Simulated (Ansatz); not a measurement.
**HfN (100): surface energy and levels, part 1 of 3**

This session takes HfN and sets out to relax the bulk, then cut the (100) surface, relax it and get its surface energy and levels.

Method: DFT PBE, scalar-relativistic, plane waves, PAW, in Ansatz 0.2.0.

### Step 1. The starting structure

Symmetry: Fm-3m, No. 225, cubic system. The conventional cell has a = 4.518 Å, b = 4.518 Å, c = 4.518 Å, α = 90.00°, β = 90.00°, γ = 90.00°. Around Hf (site symmetry m-3m) lie 6 N at 2.26 Å. N (site symmetry m-3m) has 6 Hf at 2.26 Å as nearest neighbours.

As a file:

```cif
data_structure
_symmetry_space_group_name_H-M 'Fm-3m'
_symmetry_Int_Tables_number 225
_cell_length_a 4.5180
_cell_length_b 4.5180
_cell_length_c 4.5180
_cell_angle_alpha 90.000
_cell_angle_beta 90.000
_cell_angle_gamma 90.000
_cell_volume 92.22
loop_
_atom_site_label
_atom_site_type_symbol
_atom_site_symmetry_multiplicity
_atom_site_Wyckoff_symbol
_atom_site_fract_x
_atom_site_fract_y
_atom_site_fract_z
_atom_site_occupancy
Hf1 Hf 4 b 0.50000 0.00000 0.00000 1
N1 N 4 a 0.00000 0.00000 0.00000 1
```

### Step 2. Quick check of gap, pressure and forces

input.yaml

```yaml
crystal:
  lattice:
    - [0.0, 2.2590026142, 2.2590026142]
    - [2.2590026142, 0.0, 2.2590026142]
    - [2.2590026142, 2.2590026142, 0.0]
  atoms:
    - { symbol: Hf, position: [0.5, 0.5, 0.5] }
    - { symbol: "N", position: [0.0, 0.0, 0.0] }
basis:
  ecutwfc: 420
kpoints:
  mp_grid: { grid: [8, 8, 8] }
hamiltonian:
  xc: pbe
scf:
  occupations: { method: gaussian, width: 0.1 }
output:
  forces: true
  stress: true
  eigenvalues: true
```

Started as:

```bash
$ ansatz run input.yaml --threads 2 --pin off --max-ram 5632MiB --backend cpu --events-out ev --progress --plain --runs-dir out
```

Standard output, cut to the lines that bear on the results:

```text
[...]
SCF converged after 6 iterations
Free energy (F): -16108.666589 eV
[...]
E sigma→0 (E₀):  -16108.664530 eV
Entropy (-TS):   -0.004119 eV (-2.059 meV/atom)
Fermi energy:    23.894990 eV
[...]
--- Forces (eV/Å), atoms counted from 1 ---
  atom   1  Hf     0.00000000    -0.00000000    -0.00000000
  atom   2  N     -0.00000000     0.00000000    -0.00000000
[...]
--- Stress (GPa, compression-positive) ---
        5.669924      -0.000000      -0.000000
        0.000000       5.669924      -0.000000
       -0.000000      -0.000000       5.669924
  P = ⅓ Tr σ = 5.6699 GPa (56.699 kbar)
--- Band table (eV; the first three rows and the last of 29) ---
  k-point 0: bands = ["-38.8596", "-7.2628", "-7.2628", "-7.2628", "6.3731", "11.2034", "11.2034", "11.2034", "11.2354", "11.3354", "11.3354", "11.3354", "20.9582", "20.9582", "20.9582", "23.5232", "23.5232", "23.5232", "25.6547", "25.8424"]
[...]
```

Run time: 0.7 s. Hardware: 2 threads of Arm Neoverse V1, shared host; peak memory 0.28 GiB.

From the probe: pressure 5.7 GPa, largest force 0.00 eV/Å, gap on this mesh none (metal). By this gap the next run takes a mesh of 16×16×16.

### Step 3. Full relaxation

Changes to input.yaml since step 2:

```diff
@@ -11,3 +11,3 @@
 kpoints:
-  mp_grid: { grid: [8, 8, 8] }
+  mp_grid: { grid: [16, 16, 16] }
 hamiltonian:
@@ -20 +20,6 @@
   eigenvalues: true
+relax:
+  adjacent_minimum: "off"
+  f_tol: 0.005
+  max_steps: 80
+  cell: { stress_tol: 0.05 }
```

Started as:

```bash
$ ansatz run input.yaml --threads 2 --pin off --max-ram 5632MiB --backend cpu --events-out ev --progress --plain --runs-dir out
```

Standard output:

```text
Warning: RAYON_NUM_THREADS=2 ignored (pool sized by the plan → 2); use --threads N
Engine: ansatz 0.2.0, aarch64-unknown-linux-gnu
Pseudopotentials: kind: paw
Pseudopotential: Hf, paw, valence charge 26, recommended cutoff 420 eV (normal), Hf.paw.azcp
Pseudopotential: N, paw, valence charge 5, recommended cutoff 420 eV (normal), N.paw.azcp
Functional definition: PBE
  parameter kappa = 0.804
  parameter beta = 0.06672455060314922
  exchange = pbe_x(kappa = kappa, mu = beta*pi^2/3)
  correlation = pbe_c(beta = beta)
Crystal: 2 atoms, lattice volume = 23.056 Å³
Basis set: ecut = 420 eV, 459 PW (Γ), exchange–correlation on 48×48×48 points (8 copies of the dense FFT grid, shifted against one another)
Bands: 20, of which v1, the nominal top of the filled ones, is band 16 counted from 1 (15 counted from 0)
Symmetry: 48 space group operations
Space group: Fm-3m (ITA 225), of the structure as read, at distance tolerance 2.8e-5 Å
k-points: 145 of 4096
Non-local potential: Hf, projectors of the file, l = 0: 3, l = 1: 2, l = 2: 2, l = 3: 3
Non-local potential: N, projectors of the file, l = 0: 2, l = 1: 2, l = 2: 1
PAW form: soft (Blöchl's): semilocal exchange-correlation on the pseudo side does not see the compensation charge
PAW one-centre angular grid: Hf, 590 points (default); XC on 64 Gauss nodes
PAW one-centre angular grid: N, 110 points (default); XC on 64 Gauss nodes
Initial density: superposition of atomic densities (neutral atoms: chi_scale 0, normalization atom), corrected by the library's trained network
Initial wavefunctions: pseudopotential atomic-orbital guess
Functional: x = pbe(κ = 0.804, μ = 0.2195149727645171), c = pbe(β = 0.06672455060314922)
SCF iter   1: F=—  HF=-16108.685601 eV  |F-HF|=—  |Δ(HF+E_count)|=         —  Δρ=5.56e-3  dr2=8.74e-3  ethr=1.77e-3  ⟨swp⟩=4.9  Hψ=12079  notcnv=0
preconditioner: auto → Kerker (q_TF=auto, 2.866 Å⁻¹)  [metal: Δε(μ)=0.010 eV  Ē_g=19.026 eV  σ=0.100 eV  W_gap=0.05  n_scr=14 (ndim 8)  ℏωp=41.6 eV  f_vac=0.000  D(μ)=0.59/eV (n_scr^D=0)]
SCF iter   2: F=—  HF=-16108.683348 eV  |F-HF|=—  |Δ(HF+E_count)|=   2.25e-3  Δρ=1.43e-3  dr2=4.61e-4  ethr=2.82e-5  ⟨swp⟩=1.8  Hψ=4382  notcnv=0
SCF iter   3: F=—  HF=-16108.683189 eV  |F-HF|=—  |Δ(HF+E_count)|=   1.59e-4  Δρ=7.60e-4  dr2=8.94e-5  ethr=1.49e-6  ⟨swp⟩=2.1  Hψ=4269  notcnv=0
SCF iter   4: F=—  HF=-16108.683167 eV  |F-HF|=—  |Δ(HF+E_count)|=   2.19e-5  Δρ=3.74e-4  dr2=1.33e-5  ethr=2.88e-7  ⟨swp⟩=2.0  Hψ=5109  notcnv=0
SCF iter   5: F=—  HF=-16108.683157 eV  |F-HF|=—  |Δ(HF+E_count)|=   9.70e-6  Δρ=7.21e-5  dr2=4.94e-7  ethr=4.28e-8  ⟨swp⟩=3.0  Hψ=5999  notcnv=0
SCF iter   6: F=-16108.683157 eV  HF=-16108.683157 eV  |F-HF|=1.39e-8  |Δ(HF+E_count)|=   1.22e-7  Δρ=7.00e-6  dr2=4.73e-9  ethr=3.23e-10  ⟨swp⟩=6.9  Hψ=14297  notcnv=0
SCF 1 converged in 6 iterations: F = -16108.683157 eV  dr2 = 4.73e-9
relax step   1: F+E_penalty+E_count = -16108.68315728 eV  Δ(F+E_penalty+E_count) = +0.000e0 eV  max|allowed force component| = 2.593e-28 eV/Å  Δτ_max = 0.0000 Å  P = +5.414 GPa  Ω = 23.056 Å³  (6 SCF iters, dr2 threshold 1.00e-7 eV, accepted)
Crystal: 2 atoms, lattice volume = 23.743 Å³
Initial density: handed on by an earlier stage of this run
Initial wavefunctions: those handed on with the density
iter 1 solved again at ethr=1.26e-5 eV; its pass at ethr=3.10e-3 eV (dr2=3.91e-3 eV) is discarded
SCF iter   1: F=—  HF=-16108.687518 eV  |F-HF|=—  |Δ(HF+E_count)|=         —  Δρ=4.02e-3  dr2=3.85e-3  ethr=1.26e-5  ⟨swp⟩=1.0  Hψ=15441  notcnv=0
preconditioner: auto → Kerker (q_TF=auto, 2.852 Å⁻¹)  [metal: Δε(μ)=0.005 eV  Ē_g=18.925 eV  σ=0.100 eV  W_gap=0.03  n_scr=14 (ndim 8)  ℏωp=41.0 eV  f_vac=0.000  D(μ)=0.62/eV (n_scr^D=0)]
SCF iter   2: F=—  HF=-16108.686654 eV  |F-HF|=—  |Δ(HF+E_count)|=   8.64e-4  Δρ=9.39e-4  dr2=2.03e-4  ethr=1.24e-5  ⟨swp⟩=2.0  Hψ=3819  notcnv=0
SCF iter   3: F=—  HF=-16108.686644 eV  |F-HF|=—  |Δ(HF+E_count)|=   9.77e-6  Δρ=4.98e-4  dr2=5.19e-5  ethr=6.54e-7  ⟨swp⟩=2.0  Hψ=4552  notcnv=0
SCF iter   4: F=—  HF=-16108.686644 eV  |F-HF|=—  |Δ(HF+E_count)|=   4.74e-7  Δρ=3.18e-4  dr2=2.52e-5  ethr=1.68e-7  ⟨swp⟩=2.0  Hψ=4644  notcnv=0
SCF iter   5: F=—  HF=-16108.686634 eV  |F-HF|=—  |Δ(HF+E_count)|=   9.75e-6  Δρ=6.16e-5  dr2=8.55e-7  ethr=8.12e-8  ⟨swp⟩=2.1  Hψ=4635  notcnv=0
SCF iter   6: F=—  HF=-16108.686636 eV  |F-HF|=—  |Δ(HF+E_count)|=   1.47e-6  Δρ=3.18e-5  dr2=1.64e-7  ethr=6.45e-10  ⟨swp⟩=6.1  Hψ=14668  notcnv=0
SCF iter   7: F=-16108.686636 eV  HF=-16108.686636 eV  |F-HF|=1.14e-8  |Δ(HF+E_count)|=   2.78e-8  Δρ=6.45e-6  dr2=6.47e-9  ethr=5.29e-10  ⟨swp⟩=4.1  Hψ=10109  notcnv=0
SCF 2 converged in 7 iterations: F = -16108.686636 eV  dr2 = 6.47e-9
relax step   2: F+E_penalty+E_count = -16108.68663562 eV  Δ(F+E_penalty+E_count) = -3.478e-3 eV  max|allowed force component| = 1.670e-29 eV/Å  Δτ_max = 0.0000 Å  P = -2.606 GPa  Ω = 23.743 Å³  energy of the carried Pulay correction = -2.112e-3 eV  (7 SCF iters, dr2 threshold 2.00e-7 eV, accepted)
Crystal: 2 atoms, lattice volume = 23.515 Å³
iter 1 solved again at ethr=1.33e-6 eV; its pass at ethr=3.10e-3 eV (dr2=4.11e-4 eV) is discarded
SCF iter   1: F=—  HF=-16108.689341 eV  |F-HF|=—  |Δ(HF+E_count)|=         —  Δρ=1.29e-3  dr2=3.86e-4  ethr=1.33e-6  ⟨swp⟩=2.0  Hψ=14205  notcnv=0
preconditioner: auto → Kerker (q_TF=auto, 2.857 Å⁻¹)  [metal: Δε(μ)=0.003 eV  Ē_g=18.950 eV  σ=0.100 eV  W_gap=0.01  n_scr=14 (ndim 8)  ℏωp=41.2 eV  f_vac=0.000  D(μ)=0.61/eV (n_scr^D=0)]
SCF iter   2: F=—  HF=-16108.689258 eV  |F-HF|=—  |Δ(HF+E_count)|=   8.32e-5  Δρ=3.07e-4  dr2=2.07e-5  ethr=1.24e-6  ⟨swp⟩=2.0  Hψ=3806  notcnv=0
SCF iter   3: F=—  HF=-16108.689251 eV  |F-HF|=—  |Δ(HF+E_count)|=   6.52e-6  Δρ=1.60e-4  dr2=5.27e-6  ethr=6.68e-8  ⟨swp⟩=2.0  Hψ=5037  notcnv=0
SCF iter   4: F=—  HF=-16108.689252 eV  |F-HF|=—  |Δ(HF+E_count)|=   5.08e-7  Δρ=9.32e-5  dr2=2.15e-6  ethr=1.70e-8  ⟨swp⟩=2.0  Hψ=4640  notcnv=0
SCF iter   5: F=-16108.689251 eV  HF=-16108.689251 eV  |F-HF|=9.40e-8  |Δ(HF+E_count)|=   9.47e-7  Δρ=1.55e-5  dr2=4.94e-8  ethr=6.45e-10  ⟨swp⟩=3.2  Hψ=12712  notcnv=0
SCF 3 converged in 5 iterations: F = -16108.689251 eV  dr2 = 4.94e-8
relax step   3: F+E_penalty+E_count = -16108.68925106 eV  Δ(F+E_penalty+E_count) = -2.615e-3 eV  max|allowed force component| = 8.086e-30 eV/Å  Δτ_max = 0.0000 Å  P = -0.082 GPa  Ω = 23.515 Å³  energy of the carried Pulay correction = -1.419e-3 eV  (5 SCF iters, dr2 threshold 2.00e-7 eV, accepted)
Crystal: 2 atoms, lattice volume = 23.508 Å³
iter 1 solved again at ethr=1.94e-9 eV; its pass at ethr=3.10e-3 eV (dr2=6.00e-7 eV) is discarded
SCF iter   1: F=—  HF=-16108.689279 eV  |F-HF|=—  |Δ(HF+E_count)|=         —  Δρ=4.99e-5  dr2=5.71e-7  ethr=1.94e-9  ⟨swp⟩=2.0  Hψ=14098  notcnv=0
preconditioner: auto → Kerker (q_TF=auto, 2.857 Å⁻¹)  [metal: Δε(μ)=0.016 eV  Ē_g=18.957 eV  σ=0.100 eV  W_gap=0.09  n_scr=14 (ndim 8)  ℏωp=41.2 eV  f_vac=0.000  D(μ)=0.61/eV (n_scr^D=0)]
SCF iter   2: F=—  HF=-16108.689275 eV  |F-HF|=—  |Δ(HF+E_count)|=   4.84e-6  Δρ=1.84e-5  dr2=7.54e-8  ethr=1.84e-9  ⟨swp⟩=2.2  Hψ=3869  notcnv=0
SCF iter   3: F=—  HF=-16108.689275 eV  |F-HF|=—  |Δ(HF+E_count)|=   2.27e-8  Δρ=1.18e-5  dr2=2.11e-8  ethr=5.36e-11  ⟨swp⟩=4.2  Hψ=10421  notcnv=0
SCF iter   4: F=-16108.689275 eV  HF=-16108.689275 eV  |F-HF|=4.83e-9  |Δ(HF+E_count)|=   3.52e-9  Δρ=3.80e-6  dr2=2.91e-9  ethr=5.36e-11  ⟨swp⟩=4.6  Hψ=10255  notcnv=0
SCF 4 converged in 4 iterations: F = -16108.689275 eV  dr2 = 2.91e-9
relax step   4: F+E_penalty+E_count = -16108.68927465 eV  Δ(F+E_penalty+E_count) = -2.358e-5 eV  max|allowed force component| = 1.735e-29 eV/Å  Δτ_max = 0.0000 Å  P = +0.001 GPa  Ω = 23.508 Å³  energy of the carried Pulay correction = -1.397e-3 eV  (4 SCF iters, dr2 threshold 1.66e-8 eV, accepted)
Initial wavefunctions: pseudopotential atomic-orbital guess (no wavefunctions were taken with the density)
iter 1 solved again at ethr=1.21e-8 eV; its pass at ethr=3.10e-3 eV (dr2=3.74e-6 eV) is discarded
SCF iter   1: F=—  HF=-16108.690806 eV  |F-HF|=—  |Δ(HF+E_count)|=         —  Δρ=1.11e-4  dr2=4.70e-7  ethr=1.21e-8  ⟨swp⟩=3.8  Hψ=21731  notcnv=0
preconditioner: auto → Kerker (q_TF=auto, 2.857 Å⁻¹)  [metal: Δε(μ)=0.000 eV  Ē_g=18.956 eV  σ=0.100 eV  W_gap=0.00  n_scr=14 (ndim 8)  ℏωp=41.2 eV  f_vac=0.000  D(μ)=0.61/eV (n_scr^D=0)]
SCF iter   2: F=—  HF=-16108.690804 eV  |F-HF|=—  |Δ(HF+E_count)|=   1.49e-6  Δρ=5.87e-5  dr2=1.61e-7  ethr=1.51e-9  ⟨swp⟩=2.0  Hψ=5157  notcnv=0
SCF iter   3: F=—  HF=-16108.690804 eV  |F-HF|=—  |Δ(HF+E_count)|=   1.95e-7  Δρ=3.03e-5  dr2=3.81e-8  ethr=5.19e-10  ⟨swp⟩=2.2  Hψ=4698  notcnv=0
SCF iter   4: F=—  HF=-16108.690805 eV  |F-HF|=—  |Δ(HF+E_count)|=   7.10e-8  Δρ=3.20e-6  dr2=1.30e-9  ethr=1.23e-10  ⟨swp⟩=2.0  Hψ=4601  notcnv=0
SCF iter   5: F=—  HF=-16108.690805 eV  |F-HF|=—  |Δ(HF+E_count)|=  2.66e-10  Δρ=7.77e-7  dr2=1.05e-10  ethr=4.18e-12  ⟨swp⟩=2.1  Hψ=5179  notcnv=0
SCF iter   6: F=—  HF=-16108.690805 eV  |F-HF|=—  |Δ(HF+E_count)|=  2.26e-10  Δρ=3.28e-7  dr2=9.51e-12  ethr=1.00e-12  ⟨swp⟩=6.8  Hψ=15186  notcnv=0
SCF iter   7: F=-16108.690805 eV  HF=-16108.690805 eV  |F-HF|=0.00e0  |Δ(HF+E_count)|=  3.64e-12  Δρ=5.94e-8  dr2=5.75e-13  ethr=1.00e-12  ⟨swp⟩=5.7  Hψ=12518  notcnv=0
SCF 5 converged in 7 iterations: F = -16108.690805 eV  dr2 = 5.75e-13
relax step   5: F+E_penalty+E_count = -16108.69080452 eV  Δ(F+E_penalty+E_count) = -1.530e-3 eV  max|allowed force component| = 2.827e-29 eV/Å  Δτ_max = 0.0000 Å  P = +0.080 GPa  Ω = 23.508 Å³  stress off target by 8.03e-2 GPa  SCF on the basis re-selected at this cell (its energy is not comparable with the rows above)  (7 SCF iters)
basis re-selected at this cell: Δ(F+E_penalty+E_count) = -1.530e-3 eV, ΔP = +0.079 GPa vs the last step (what re-selecting the basis moved, of the pressure what is left beyond the Pulay correction that the steps carried, after the strain that the cell walked since its last selection, with what the two solves' SCF thresholds leave and, on support functions, any second-order correction that the steps lacked; it is no measure of the basis error at this ecutwfc). This SCF's stress stands 8.03e-2 GPa from its target on what of the cell is left free (relax.cell.stress_tol is 5.00e-2 GPa) and its largest allowed force component is 2.83e-29 eV/Å (relax.f_tol is 5.00e-3 eV/Å): not within both, so this SCF does not close the relaxation
iter 1 solved again at ethr=1.26e-9 eV; its pass at ethr=3.10e-3 eV (dr2=3.89e-7 eV) is discarded
SCF iter   1: F=—  HF=-16108.690791 eV  |F-HF|=—  |Δ(HF+E_count)|=         —  Δρ=3.95e-5  dr2=3.64e-7  ethr=1.26e-9  ⟨swp⟩=2.0  Hψ=14070  notcnv=0
preconditioner: auto → Kerker (q_TF=auto, 2.857 Å⁻¹)  [metal: Δε(μ)=0.000 eV  Ē_g=18.955 eV  σ=0.100 eV  W_gap=0.00  n_scr=14 (ndim 8)  ℏωp=41.2 eV  f_vac=0.000  D(μ)=0.61/eV (n_scr^D=0)]
SCF iter   2: F=—  HF=-16108.690786 eV  |F-HF|=—  |Δ(HF+E_count)|=   4.95e-6  Δρ=9.58e-6  dr2=2.04e-8  ethr=1.17e-9  ⟨swp⟩=2.0  Hψ=3822  notcnv=0
SCF iter   3: F=-16108.690786 eV  HF=-16108.690786 eV  |F-HF|=6.44e-10  |Δ(HF+E_count)|=  3.86e-10  Δρ=4.92e-6  dr2=5.00e-9  ethr=5.20e-11  ⟨swp⟩=4.7  Hψ=10996  notcnv=0
SCF 6 converged in 3 iterations: F = -16108.690786 eV  dr2 = 5.00e-9
relax step   6: F+E_penalty+E_count = -16108.69078567 eV  Δ(F+E_penalty+E_count) = +1.885e-5 eV  max|allowed force component| = 2.791e-29 eV/Å  Δτ_max = 0.0000 Å  P = +0.002 GPa  Ω = 23.515 Å³  energy of the carried Pulay correction = -2.063e-5 eV  (3 SCF iters, dr2 threshold 1.61e-8 eV, accepted)
iter 1 solved again at ethr=8.63e-9 eV; its pass at ethr=3.10e-3 eV (dr2=2.67e-6 eV) is discarded
SCF iter   1: F=—  HF=-16108.690790 eV  |F-HF|=—  |Δ(HF+E_count)|=         —  Δρ=4.98e-6  dr2=5.10e-9  ethr=8.63e-9  ⟨swp⟩=3.9  Hψ=21954  notcnv=0
SCF iter   2: F=—  HF=-16108.690786 eV  |F-HF|=—  |Δ(HF+E_count)|=   4.83e-6  Δρ=3.65e-6  dr2=3.13e-9  ethr=1.65e-11  ⟨swp⟩=2.5  Hψ=5394  notcnv=0
SCF iter   3: F=—  HF=-16108.690786 eV  |F-HF|=—  |Δ(HF+E_count)|=    0.00e0  Δρ=1.44e-6  dr2=4.57e-10  ethr=1.01e-11  ⟨swp⟩=2.2  Hψ=4732  notcnv=0
SCF iter   4: F=—  HF=-16108.690786 eV  |F-HF|=—  |Δ(HF+E_count)|=  5.46e-10  Δρ=3.90e-7  dr2=2.84e-11  ethr=1.47e-12  ⟨swp⟩=2.2  Hψ=5080  notcnv=0
SCF iter   5: F=—  HF=-16108.690786 eV  |F-HF|=—  |Δ(HF+E_count)|=  7.82e-11  Δρ=2.29e-7  dr2=1.13e-11  ethr=1.00e-12  ⟨swp⟩=6.5  Hψ=14820  notcnv=0
SCF iter   6: F=-16108.690786 eV  HF=-16108.690786 eV  |F-HF|=3.64e-12  |Δ(HF+E_count)|=  9.09e-12  Δρ=1.41e-7  dr2=3.05e-12  ethr=1.00e-12  ⟨swp⟩=5.7  Hψ=13395  notcnv=0
SCF 7 converged in 6 iterations: F = -16108.690786 eV  dr2 = 3.05e-12
relax step   7: F+E_penalty+E_count = -16108.69078567 eV  Δ(F+E_penalty+E_count) = -3.674e-10 eV  max|allowed force component| = 1.749e-29 eV/Å  Δτ_max = 0.0000 Å  P = +0.003 GPa  Ω = 23.515 Å³  stress off target by 2.92e-3 GPa  SCF on the basis re-selected at this cell (its energy is not comparable with the rows above)  (6 SCF iters)
basis re-selected at this cell: Δ(F+E_penalty+E_count) = -3.674e-10 eV, ΔP = +0.001 GPa vs the last step (what re-selecting the basis moved, of the pressure what is left beyond the Pulay correction that the steps carried, after the strain that the cell walked since its last selection, with what the two solves' SCF thresholds leave and, on support functions, any second-order correction that the steps lacked; it is no measure of the basis error at this ecutwfc). This SCF's stress stands 2.92e-3 GPa from its target on what of the cell is left free (relax.cell.stress_tol is 5.00e-2 GPa) and its largest allowed force component is 1.75e-29 eV/Å (relax.f_tol is 5.00e-3 eV/Å): within both
SCF converged after 6 iterations
Free energy (F): -16108.690786 eV
Harris-Foulkes:  -16108.690786 eV  (|F-HF|=3.64e-12)
Internal energy: -16108.687741 eV  (E = F + TS)
E sigma→0 (E₀):  -16108.689263 eV
Entropy (-TS):   -0.003045 eV (-1.522 meV/atom)
Fermi energy:    23.424506 eV
--- Per-component energies (eV) ---
  E_band       = 166.629024
  E_kinetic    = 555.751760
  E_local      = -4775.398776  (includes V_loc(G=0)·N_el)
  E_nonlocal   = -1198.625576
  E_hartree    = 2262.145385
  E_xc         = -361.358243
  E_vxc        = -344.470062  (∫ρ·V_xc dr)
  E_paw        = -7054.434434  (= ΣΔE_a)
  E_vpaw       = 1405.080793  (= ΣTr[D̂ρ^β])
  E_aug_tail   = 0.000097  (compensation charges beyond the density's cutoff)
  E_ewald      = -5536.767953
  E_smearing   = -0.003045  (= −TS)
  E_closure    = 0.000000  (closes the sum)
  Σ components = -16108.690786   (vs F -16108.690786, Δ=0.00e0)
--- Forces (eV/Å), atoms counted from 1 ---
  atom   1  Hf     0.00000000    -0.00000000     0.00000000
  atom   2  N     -0.00000000     0.00000000    -0.00000000
  max |Σ_I F_I| component: 3.23e-29 eV/Å
--- Stress (GPa, compression-positive) ---
        0.002921      -0.000000      -0.000000
       -0.000000       0.002921      -0.000000
       -0.000000      -0.000000       0.002921
  P = ⅓ Tr σ = 0.0029 GPa (0.029 kbar)
--- Band table (eV; the first three rows and the last of 145) ---
  k-point 0: bands = ["-39.3855", "-7.7982", "-7.7982", "-7.7982", "6.0059", "10.6722", "10.6722", "10.6722", "10.7014", "10.7949", "10.7949", "10.7949", "20.4891", "20.4891", "20.4891", "23.0624", "23.0624", "23.0624", "24.9916", "25.3252"]
  k-point 1: bands = ["-39.3834", "-7.8354", "-7.8013", "-7.8013", "6.0906", "10.6732", "10.6753", "10.6753", "10.7033", "10.7922", "10.7922", "10.7950", "20.0797", "20.2533", "20.2533", "23.1774", "23.1962", "23.1962", "25.2877", "25.6232"]
  k-point 2: bands = ["-39.3774", "-7.9398", "-7.8102", "-7.8102", "6.3332", "10.6771", "10.6842", "10.6842", "10.7088", "10.7849", "10.7849", "10.7953", "19.1721", "19.7072", "19.7072", "23.3713", "23.5463", "23.5463", "26.0348", "26.3969"]
  k-point 144: bands = ["-39.3115", "-8.3161", "-8.3161", "-8.1201", "7.6159", "10.7198", "10.7298", "10.7298", "10.7513", "10.7513", "10.7740", "10.8148", "17.3536", "17.9539", "17.9539", "24.5196", "24.5196", "28.7431", "28.7914", "29.3969"]
--- Relaxed structure (5 steps of the walk, 5 accepted, 2 SCFs on fresh bases) ---
  F+E_penalty+E_count = -16108.69078567 eV   max|allowed force component| = 1.749e-29 eV/Å   (the final SCF, on the basis selected at the relaxed cell)
  cell:  # Å, volume = 23.5148 Å³
    - [-1.6567921778509832e-33, 2.2738966212848233, 2.2738966212848233]
    - [2.2738966212848233, -3.5787015484312487e-34, 2.2738966212848233]
    - [2.2738966212848233, 2.2738966212848233, -2.7984738586918766e-34]
  atoms:
    - { symbol: Hf, position: [0.5, 0.5, 0.5] }
    - { symbol: N, position: [-3.836509393686824e-34, 4.404881155714538e-34, 7.246739965853261e-34] }
```

Wall time 16 s (2 threads of Arm Neoverse V1, shared host); peak memory 0.37 GiB.

Relaxation path:

```csv
step,E - E(step 1) (eV/cell),largest force component (eV/Å),pressure (GPa),volume (Å³)
1,0.0000,0.0000,5.41,23.06
2,-0.0035,0.0000,-2.61,23.74
3,-0.0061,0.0000,-0.08,23.52
4,-0.0061,0.0000,0.00,23.51
5,-0.0076,0.0000,0.08,23.51
6,-0.0076,0.0000,0.00,23.51
7,-0.0076,0.0000,0.00,23.51
```

Step 1 is the start. Steps 5, 7 each repeat the geometry before them on a plane-wave basis chosen anew, so the energy can jump there without any move.

Lengths and angles in the start's conventional setting:

|  | before | after | change |
| --- | --- | --- | --- |
| a (Å) | 4.518 | 4.548 | +0.7 % |
| b (Å) | 4.518 | 4.548 | +0.7 % |
| c (Å) | 4.518 | 4.548 | +0.7 % |
| volume (Å³/atom) | 11.53 | 11.76 | +2.0 % |
| shortest distance (Å) | 2.259 | 2.274 | +0.7 % |
| space group (0.01 Å) | Fm-3m | Fm-3m | same |

Forces and stress were held to the start's 48 operations: a distortion of lower symmetry was not tested.

(Continued in part 2 of 3.)
